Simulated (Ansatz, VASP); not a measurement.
One calculation of Mg, two programs

```
CELL_PARAMETERS angstrom
3.20930 0.00000 0.00000
-1.60465 2.77934 0.00000
0.00000 0.00000 5.10609
ATOMIC_POSITIONS crystal
Mg 0.66667 0.33333 0.75000
Mg 0.33333 0.66667 0.25000
```

Alike in both runs: task single point; functional PBE; k mesh 8 × 8 × 5; occupations fermi-dirac, width 0.05 eV; no spin polarisation.

```csv
,VASP,Ansatz
version,VASP 6.6.1,Ansatz 0.2.0
potentials or method,"VASP PAW PBE potentials, release 64 (Mg)",Ansatz PAW
plane-wave cutoff (eV),520,420
valence electrons in the cell,4,20
```

```csv
,VASP,Ansatz,Ansatz less VASP
gap on the k mesh at the Fermi level (eV),none,none,-
pressure (GPa),0.2,0.3,+0.13
largest component of the traceless stress (GPa),1.19,1.19,+0.001
```

A gap of «none» marks a metal or a gap that the smearing closes. The functional is the same, so the differences come from potentials, cutoffs and numerics. The two sets of potentials don't hold the same shells in valence.
